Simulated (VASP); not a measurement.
# SnTe (F-43m) in VASP: a series of runs

Runs on SnTe. Level: PBE. Tasks: single point.

Program: VASP 6.6.1. These are calculated values, not measurements. Logs are shortened: lines on timing, memory, paths and dates and some standing lists are left out, and cuts for length are marked.

## (1) The crystal as given

The structure is cubic, space group F-43m (No. 216). The conventional cell has a = 7.222 Å, b = 7.222 Å, c = 7.222 Å, α = 90.00°, β = 90.00°, γ = 90.00°. Te (site symmetry -43m) is surrounded by 4 Sn at 3.13 Å. Sn (site symmetry -43m) has 4 Te at 3.13 Å as nearest neighbours.

Measurements of this composition are mostly on another form, of space group No. 225.

## (2) Single point, PBE, spin-orbit coupling, no magnetisation

File INCAR:

```
SYSTEM = SnTe
PREC = Accurate
ENCUT = 400
EDIFF = 0.001
ISMEAR = 0
SIGMA = 0.02
LREAL = .False.
LASPH = .True.
NELM = 100
ALGO = Normal
ISIF = 2
LWAVE = .False.
LCHARG = .False.
MAGMOM = 0 0 0 0 0 0
LORBIT = 11
LSORBIT = .True.
GGA_COMPAT = .False.
GGA = PE
NBANDS = 36
```

File KPOINTS:

```
regular mesh
0
Gamma
  6 6 6
  0 0 0
```

File POSCAR:

```
SnTe
1.0
    0.0000000000      3.6111460000      3.6111460000
    3.6111460000      0.0000000000      3.6111460000
    3.6111460000      3.6111460000      0.0000000000
Te Sn
1 1
Direct
    0.2500000000      0.2500000000      0.2500000000
    0.0000000000      0.0000000000      0.0000000000
```

Potentials or basis: VASP PAW PBE potentials, release 64 (Te, Sn_d).

The run is started by

```sh
> cat potpaw_PBE.64/Te/POTCAR potpaw_PBE.64/Sn_d/POTCAR > POTCAR
> mpirun -np 1 vasp_ncl > vasp.out
```

OUTCAR:

```text
SYSTEM = SnTe
   PREC = Accurate
   ENCUT = 400
   EDIFF = 0.001
   ISMEAR = 0
   LREAL = .False.
   LASPH = .True.
   NELM = 100
   ISIF = 2
   LORBIT = 11
   LSORBIT = .True.
   GGA = PE

 Found     22 irreducible k-points:

 Following reciprocal coordinates:
            Coordinates               Weight
  0.000000  0.000000  0.000000      1.000000
  0.166667  0.000000  0.000000      4.000000
 -0.166667  0.000000  0.000000      4.000000
  0.333333  0.000000  0.000000      4.000000
 -0.333333  0.000000  0.000000      4.000000
  0.500000  0.000000  0.000000      4.000000
   k-points           NKPTS =     22   k-points in BZ     NKDIM =     22   number of bands    NBANDS=     36
   number of dos      NEDOS =    301   number of ions     NIONS =      2
   total plane-waves  NPLWV =  46656
   dimension x,y,z NGX =    36 NGY =   36 NGZ =   36
   dimension x,y,z NGXF=    72 NGYF=   72 NGZF=   72
   ions per type =               1   1
   NGX,Y,Z   is equivalent  to a cutoff of  11.72, 11.72, 11.72 a.u.
   NGXF,Y,Z  is equivalent  to a cutoff of  23.44, 23.44, 23.44 a.u.
 SYSTEM =  SnTe
   PREC   = accura    normal or accurate (medium, high low for compatibility)
   ISTART =      0    job   : 0-new  1-cont  2-samecut
   ICHARG =      2    charge: 1-file 2-atom 10-const
   ISPIN  =      1    spin polarized calculation?
   LNONCOLLINEAR =      T non collinear calculations
   LSORBIT =      T    spin-orbit coupling
   LASPH  =      T    aspherical Exc in radial PAW
   ENCUT  =  400.0 eV  29.40 Ry    5.42 a.u.   8.33  8.33  8.33*2*pi/ulx,y,z
   NELM   =    100;   NELMIN=  2; NELMDL= -5     # of ELM steps
   EDIFF  = 0.1E-02   stopping-criterion for ELM
   LREAL  =      F    real-space projection
   EDIFFG = 0.1E-01   stopping-criterion for IOM
   NSW    =      0    number of steps for IOM
   IBRION =     -1    ionic relax: 0-MD 1-quasi-New 2-CG
   NFREE  =      0    steps in history (QN), initial steepest desc. (CG)
   ISIF   =      2    stress and relaxation
   ISYM   =      2    0-nonsym 1-usesym 2-fastsym
   POTIM  = 0.5000    time-step for ionic-motion
   TEBEG  =    0.0;   TEEND  =   0.0 temperature during run
   PSTRESS=    0.0 pullay stress
   NELECT =      20.0000    total number of electrons
   NUPDOWN=      -1.0000    fix difference up-down
   EMIN   =  10.00;   EMAX   =-10.00  energy-range for DOS
   EFERMI =   0.00;   METHOD = LEGACY
   ISMEAR =     0;   SIGMA  =   0.02  broadening in eV -4-tet -1-fermi 0-gaus
   EFERMI_NEDOS =   21; number of points for ismear=-14 and -15
   IALGO  =     38    algorithm
   IMIX   =      4    mixing-type and parameters
     AMIX     =   0.40;   BMIX     =  1.00
[... 262 lines left out ...]
  external PRESSURE =       9.8629418 kB  Pullay stress =       0.0000000 kB

 VOLUME and BASIS-vectors are now :
 -----------------------------------------------------------------------------
  energy-cutoff  :      400.00
  volume of cell :       94.18
      direct lattice vectors                 reciprocal lattice vectors
     0.000000000  3.611146000  3.611146000    -0.138460201  0.138460201  0.138460201
     3.611146000  0.000000000  3.611146000     0.138460201 -0.138460201  0.138460201
     3.611146000  3.611146000  0.000000000     0.138460201  0.138460201 -0.138460201

 POSITION                                       TOTAL-FORCE (eV/Angst)
 -----------------------------------------------------------------------------------
      1.80557      1.80557      1.80557         0.000000      0.000000      0.000000
      0.00000      0.00000      0.00000        -0.000000     -0.000000     -0.000000
 -----------------------------------------------------------------------------------
    total drift:                               -0.000005     -0.000005     -0.000005

  FREE ENERGIE OF THE ION-ELECTRON SYSTEM (eV)
  ---------------------------------------------------
  free  energy   TOTEN  =        -7.2239683359 eV

  energy  without entropy=       -7.2238908375  energy(sigma->0) =       -7.22392959

 Spin-Orbit-Coupling matrix elements

 Ion:    1  E_soc:     -0.2240626
 l=   1
     0.0000000    -0.0373426    -0.0373426
    -0.0373426     0.0000000    -0.0373426
    -0.0373426    -0.0373426     0.0000000
 l=   2
     0.0000000     0.0000080     0.0000000     0.0000080    -0.0000093
     0.0000080     0.0000000    -0.0000069     0.0000080    -0.0000023
     0.0000000    -0.0000069     0.0000000    -0.0000069     0.0000000
     0.0000080     0.0000080    -0.0000069     0.0000000    -0.0000023
    -0.0000093    -0.0000023     0.0000000    -0.0000023     0.0000000
 l=   3
     0.0000000     0.0000000     0.0000000     0.0000000     0.0000000     0.0000000     0.0000000
     0.0000000     0.0000000     0.0000000     0.0000000     0.0000000     0.0000000     0.0000000
     0.0000000     0.0000000     0.0000000     0.0000000     0.0000000     0.0000000     0.0000000
     0.0000000     0.0000000     0.0000000     0.0000000     0.0000000     0.0000000     0.0000000
     0.0000000     0.0000000     0.0000000     0.0000000     0.0000000     0.0000000     0.0000000
     0.0000000     0.0000000     0.0000000     0.0000000     0.0000000     0.0000000     0.0000000
     0.0000000     0.0000000     0.0000000     0.0000000     0.0000000     0.0000000     0.0000000

 Ion:    2  E_soc:     -0.1051597
 l=   1
     0.0000000    -0.0114048    -0.0114048
    -0.0114048     0.0000000    -0.0114048
    -0.0114048    -0.0114048     0.0000000
 l=   2
     0.0000000    -0.0012409     0.0000000    -0.0012409    -0.0048809
    -0.0012409     0.0000000    -0.0036607    -0.0012409    -0.0012202
     0.0000000    -0.0036607     0.0000000    -0.0036607     0.0000000
    -0.0012409    -0.0012409    -0.0036607     0.0000000    -0.0012202
    -0.0048809    -0.0012202     0.0000000    -0.0012202     0.0000000
 l=   3
     0.0000000     0.0000000     0.0000000     0.0000000     0.0000000     0.0000000     0.0000000
     0.0000000     0.0000000     0.0000000     0.0000000     0.0000000     0.0000000     0.0000000
     0.0000000     0.0000000     0.0000000     0.0000000     0.0000000     0.0000000     0.0000000
     0.0000000     0.0000000     0.0000000     0.0000000     0.0000000     0.0000000     0.0000000
     0.0000000     0.0000000     0.0000000     0.0000000     0.0000000     0.0000000     0.0000000
     0.0000000     0.0000000     0.0000000     0.0000000     0.0000000     0.0000000     0.0000000
     0.0000000     0.0000000     0.0000000     0.0000000     0.0000000     0.0000000     0.0000000

 total charge

# of ion       s       p       d       tot
------------------------------------------
    1        1.392   1.952   0.016   3.360
    2        1.400   0.704   9.957  12.061
--------------------------------------------------
tot          2.793   2.656   9.973  15.421

 magnetization (x)

# of ion       s       p       d       tot
------------------------------------------
    1        0.000  -0.000  -0.000  -0.000
    2       -0.000   0.000   0.000  -0.000
--------------------------------------------------
tot         -0.000  -0.000  -0.000  -0.000

 magnetization (y)

# of ion       s       p       d       tot
------------------------------------------
    1        0.000  -0.000  -0.000  -0.000
    2       -0.000   0.000   0.000  -0.000
--------------------------------------------------
tot         -0.000  -0.000  -0.000  -0.000

 magnetization (z)

# of ion       s       p       d       tot
------------------------------------------
    1        0.000   0.000   0.000   0.000
    2       -0.000   0.000  -0.000  -0.000
--------------------------------------------------
tot         -0.000   0.000   0.000   0.000
```

stdout:

```text
POSCAR found type information on POSCAR TeSn
 POSCAR found :  2 types and       2 ions
 scaLAPACK will be used
 LDA part: xc-table for (Slater+PW92), standard interpolation
 POSCAR, INCAR and KPOINTS ok, starting setup
 FFT: planning ... GRIDC
 FFT: planning ... GRID_SOFT
 FFT: planning ... GRID
 WAVECAR not read
 entering main loop
```

Wall time 46 s (1 thread of Intel Xeon Platinum 8488C (Sapphire Rapids), shared host); peak memory 0.4 GiB.

These settings aren't checked as converged: the numbers below hold their error.

Results:

- Free energy: -7.2240 eV
- Pressure: 1.0 GPa
- Valence electrons inside the program's atomic spheres: Te 3.36; Sn 12.06

## (3) Single point, PBE, spin-orbit coupling, no magnetisation

Edit INCAR of step 2 so:

```diff
@@ -3,3 +3,3 @@
 ENCUT = 400
-EDIFF = 0.001
+EDIFF = 1E-5
 ISMEAR = 0
```

KPOINTS is that of step 2.

POSCAR is that of step 2.

Potentials or basis: VASP PAW PBE potentials, release 64 (Te, Sn_d).

The run is started by

```sh
> cat potpaw_PBE.64/Te/POTCAR potpaw_PBE.64/Sn_d/POTCAR > POTCAR
> mpirun -np 1 vasp_ncl > vasp.out
```

Wall time 72 s (1 thread of Intel Xeon Platinum 8488C (Sapphire Rapids), shared host); peak memory 0.4 GiB.

These settings aren't checked as converged: the numbers below hold their error.

What came out:

```
Free energy                                           : -7.2259 eV
Pressure                                              : 0.0 GPa
Valence electrons inside the program's atomic spheres : Te 3.36; Sn 12.05
```

## (4) Single point, PBE, spin-orbit coupling, no magnetisation

Edit INCAR of step 3 so:

```diff
@@ -3,6 +3,6 @@
 ENCUT = 400
-EDIFF = 1E-5
+EDIFF = 1E-7
 ISMEAR = 0
 SIGMA = 0.02
-LREAL = .False.
+LREAL = Auto
 LASPH = .True.
```

KPOINTS is that of step 3.

POSCAR is that of step 3.

The run is started by

```sh
> cat potpaw_PBE.64/Te/POTCAR potpaw_PBE.64/Sn_d/POTCAR > POTCAR
> mpirun -np 1 vasp_ncl > vasp.out
```

Run time: 2 min. Hardware: 1 thread of Intel Xeon Platinum 8488C (Sapphire Rapids), shared host; peak memory 0.4 GiB.

These settings aren't checked as converged: the numbers below hold their error.

What came out:

| Item | Value |
| --- | --- |
| Free energy | -7.2262 eV |
| Pressure | 0.0 GPa |
| Valence electrons inside the program's atomic spheres | Te 3.36; Sn 12.05 |

## (5) Single point, PBE, spin-orbit coupling, no magnetisation

Edit INCAR of step 4 so:

```diff
@@ -5,4 +5,4 @@
 ISMEAR = 0
-SIGMA = 0.02
-LREAL = Auto
+SIGMA = 0.2
+LREAL = .False.
 LASPH = .True.
```

KPOINTS is that of step 4.

POSCAR is that of step 4.

The run is started by

```sh
> cat potpaw_PBE.64/Te/POTCAR potpaw_PBE.64/Sn_d/POTCAR > POTCAR
> mpirun -np 1 vasp_ncl > vasp.out
```

Run time: 88 s. Hardware: 1 thread of Intel Xeon Platinum 8488C (Sapphire Rapids), shared host; peak memory 0.41 GiB.

The run converged, but some of its settings lie outside the range that counts as converged, so its numbers aren't taken as properties of the crystal.

What came out:

* Free energy: -7.2297 eV
* Pressure: -0.1 GPa
* Valence electrons inside the program's atomic spheres: Te 3.36; Sn 12.05
